The eight Wannier functions of germanium in this calculation are atom-like: each of the two atoms carries one compact s function and three wider p functions. They are neither bonds nor sp³ hybrids. It is tempting to conclude that the electrons sit on the atoms and that germanium is hardly covalent, but that conclusion fails, because these eight functions describe antibonding states as well as bonding ones.

Wannier functions of germanium (diamond structure, two-atom cell) from GPAW 26.7.0 and Wannier90 3.1.0, with the RPBE functional, PAW data sets, a 600 eV plane-wave cutoff and no spin polarisation or spin–orbit coupling. The k mesh was 8×8×8 for the DFT calculation and 4×4×4 for the Wannier functions, whose spread was not iteratively minimised.

| row | function a (fractional) | function b (fractional) | function c (fractional) | function spread (angstrom^2) |
| --- | --- | --- | --- | --- |
| 1 | 0.250 | 0.250 | 0.250 | 1.486 |
| 2 | 0.250 | 0.250 | 0.250 | 2.078 |
| 3 | 0.250 | 0.250 | 0.250 | 2.078 |
| 4 | 0.250 | 0.250 | 0.250 | 2.078 |
| 5 | 0.000 | 0.000 | 0.000 | 1.486 |
| 6 | 0.000 | 0.000 | 0.000 | 2.078 |
| 7 | 0.000 | 0.000 | 0.000 | 2.078 |
| 8 | 0.000 | 0.000 | 0.000 | 2.078 |

A Wannier function is a localised building block made by combining the wave-like states of a crystal. The columns function a, function b and function c give its centre as fractions of the three cell edges. The function spread is the mean square distance of the function from its own centre, so its square root is a typical radius. The rows are eight functions from one calculation, and rows 1 and 2, which belong to the same atom, contain the whole pattern.

Row 1 has a spread of 1.49 Å² and row 2 one of 2.08 Å². Rows 3 and 4 repeat row 2, and the second atom repeats the set in rows 5 to 8. The agreement between the two atoms carries no extra information, since the symmetry of the diamond structure makes them equivalent. What calls for an explanation is the split into one and three, and the fact that all the centres lie on atoms.

The first explanation is the tempting one. Germanium is a crystal held together by electron-pair bonds, so a localised function might be taken for a bond. A bond orbital between two equal atoms has its centre midway between them, which for the bond joining the two atoms of this cell means 0.125 in each of the three fractional coordinates. The table has only 0.000 and 0.250. The functions listed are therefore not bond orbitals, and that much the centres settle by themselves.

The mistake comes with the next step, from "these functions are not bonds" to "there are no bonds". The cell holds eight valence electrons, which fill four bands with two electrons each. Eight functions span twice as many states as the electrons occupy. The set therefore has to describe empty states too, and in a covalent solid the lowest empty states are largely antibonding.

The hydrogen molecule shows why this matters. One s function on each atom can be combined with equal signs into a bonding orbital, or with opposite signs into an antibonding one. If only the bonding orbital is kept, the localised function that describes it sits at the middle of the molecule. If both are kept, the pair can just as well be written as two functions, one on each atom, and the molecule is as strongly bound as before.

In germanium the bond is likewise found in how the functions combine in the occupied states. The typical radius of the function in row 1 is 1.22 Å, and that in row 2 is 1.44 Å, while the middle of a bond lies 1.225 Å from either atom. Functions on neighbouring atoms thus both reach well into the region between them. Where the occupied states combine them so that their signs match in that region, electron density builds up there, although every single function remains centred on its own nucleus.

The second explanation is more careful. It accepts that the functions belong to atoms but takes them for sp³ hybrids, the four equivalent lobes that chemistry draws towards the corners of a tetrahedron. Such hybrids would differ only in direction. The symmetry of the site turns each into the others, so all four would have the same spread, and each centre would be pushed off the nucleus towards a neighbour. The table shows two different spreads on each atom and no such push, so this explanation fails on both counts.

The third explanation is that each atom carries one s function and three p functions. A tetrahedral surrounding leaves an s function on its own and makes the three p functions equivalent, which gives exactly the pattern of one and three. An s or a p function has equal weight on opposite sides of the nucleus, so its centre stays on the atom. The surrounding crystal may mix a little d character into the p functions, but this does not disturb the count.

The energies of the functions support this assignment. In the same calculation the compact function lies about 7.5 eV below the three wide ones, which share one energy. That is close to the separation of the 4s and 4p levels in a free germanium atom, roughly 8 eV as a recalled figure. The bands interpolated from these functions reproduced the directly calculated ones poorly, so the energies serve here to identify the functions and should not be used as parameters of a tight-binding model.

Why the s function is the smaller one follows from the structure of the atom. A 4s electron has a finite chance of being found at the nucleus, whereas the angular momentum of a 4p electron keeps it away from there. The 4s electron therefore spends more time inside the inner shells, where less of the nuclear charge is screened. It feels a stronger average pull, which makes it both more tightly bound and more compact. The same argument leads to the same order in silicon, where 3s is deeper and more compact than 3p.

A simple atomic model shows whether this effect has the right size. Let the radial part of a valence function be r³ exp(−ζr), the nodeless Slater form for the fourth shell, where r is the distance from the nucleus and ζ measures how fast the function decays. Its mean square radius is then

⟨r²⟩ = 9 × 10 / (4ζ²) = 22.5/ζ².

For a function centred on the nucleus this is the spread. A stronger pull means a larger ζ, and the spread falls as its square.

Rough recalled exponents for the free atom are 2.0 per bohr for 4s and 1.7 per bohr for 4p. For row 1 this gives 22.5/4.0 ≈ 5.6 bohr², and since one bohr² is about 0.28 Å², the estimate is 1.6 Å². For row 2 the same steps give 2.2 Å². Neither row was used to choose the exponents.

Both estimates lie 5 to 6 % above the calculated spreads. The ratio of the two spreads comes out as (2.0/1.7)² ≈ 1.38, against 1.40 in the table. That closeness should not be pressed, because a change of 0.05 in one exponent already moves its spread by about as much as the miss, and a single exponent describes only roughly the outer tail, which weighs heavily in a mean square radius. The coarse mesh on which the Wannier functions were built also affects the absolute spreads, so the small excess is left without a cause. What the estimate does show is that the ordinary difference between 4s and 4p in a free atom is large enough to account for the difference between rows 1 and 2.

This agreement has a limit that lies in how the functions were made. Localised functions can be started from trial shapes and then adjusted until their total spread is as small as possible. Here that adjustment was switched off. The result therefore keeps the symmetry of its trial shapes, which must have been s- and p-like, since hybrid trial shapes would have led to hybrids. The atomic character is thus a choice of description, and the table cannot be read as germanium preferring s and p functions to hybrids.

How much that choice matters can be estimated from the same two rows. A hybrid is one quarter s and three quarters p, so its mean square distance from the nucleus is the average of the two spreads with those weights:

(1.486 + 3 × 2.078)/4 ≈ 1.93 Å².

The spread, however, is measured from the hybrid's own centre, and that centre has moved towards the neighbour. The square of the shift has to be subtracted, which makes the hybrid more compact than the average suggests.

The shift arises because s and p add on one side of the nucleus and cancel on the other. For atom-like p functions it can be at most half the typical radius of the s function, a limit that follows from the Cauchy–Schwarz inequality. That is 0.61 Å, about half the way to the middle of the bond. The spread of a hybrid then lies between 1.93 − 0.61² ≈ 1.56 Å² and 1.93 Å². Rewriting the four functions of an atom as hybrids would thus lower their summed spread by up to about a fifth.

Such a rewriting would change every row of the table and leave the crystal as it was. The eight new functions would span the same states, with the same energies and the same electron density. Even so, the hybrids would not become bond orbitals, since their centres could cover only about half the distance. To reach the middle of the bond, a hybrid on one atom has to be joined with the hybrid that points back at it from the neighbour, and the antibonding partner of that pair has to be left out.

This gives a practical order for reading a list of Wannier centres of an insulator without spin polarisation. The first step is to compare the number of functions with the number of occupied bands. If the two agree, the functions were built from the occupied bands alone and the spread has been minimised, the centres show where electron pairs sit, and in germanium they would lie at the middles of the bonds. If there are more functions than occupied bands, as here, the centres show only where the building blocks sit, and bonding has to be sought in the electron density or in the occupied combinations of those blocks.
